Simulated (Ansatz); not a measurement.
**Two Ansatz runs on Ti**

The cell is COD entry 9008517, as deposited and not checked against the literature; nothing was relaxed.

First run: DFT, PBE, all-electron LAPW, scalar-relativistic (Ansatz 0.2.0).

Command: `ansatz run input.yaml --threads 1 --pin off --max-ram 2048MiB --backend cpu --events-out ev --progress --plain --runs-dir out` The run took 17 s on 1 thread of Arm Neoverse V1 (shared host), peak memory 0.4 GiB.

```yaml
crystal:
  lattice:
    - [2.9499978604, 0.0, 0.0]
    - [-1.4749989302, 2.5547730882, 0.0]
    - [0.0, 0.0, 4.686]
  atoms:
    - { symbol: Ti, position: [0.3333333333, 0.6666666667, 0.25] }
    - { symbol: Ti, position: [0.6666666667, 0.3333333333, 0.75] }
kpoints:
  mp_grid: { grid: [13, 13, 7] }
scf:
  occupations: { method: fermi_dirac, width: 0.28 }
hamiltonian:
  xc: pbe
  pseudopotentials: { kind: all_electron, lapw: { basis_error: 0.0005 } }
output:
  forces: true
  stress: true
  eigenvalues: true
```

Result: converged; pressure 0.33 GPa; no gap on the k mesh; 7 SCF iterations.

A second input differs as follows:

```diff
@@ -11,6 +11,7 @@
 scf:
   occupations: { method: fermi_dirac, width: 0.28 }
+  max_iter: 75
 hamiltonian:
-  xc: pbe
+  xc: gga
   pseudopotentials: { kind: all_electron, lapw: { basis_error: 0.0005 } }
 output:
```

Task: What is wrong with it, and what does the program do?

Result: The fault is an unknown functional. The run refused before any iteration. The log ends:
```
14 | hamiltonian:
15 |   xc: gga
   |       ^ hamiltonian.xc: unknown variant `gga`, expected one of `lda`, `lda-pw`, `pw92`, `pbe`, `pbesol`, `rpbe`, `revpbe`, `blyp`, `pbe0`, `revpbe0`, `b3lyp`, `b3lyp5`, `hse06`, `wpbeh`, `hiss`, `lc_wpbe`, `cam_b3lyp`, `hf`, `r2scan`, `r2scanh`, `r2scan0`, `r2scan50`, `mr2scan`
16 |   pseudopotentials: { kind: all_electron, lapw: { basis_error: 0.0005 }…
17 | output:
   |
```
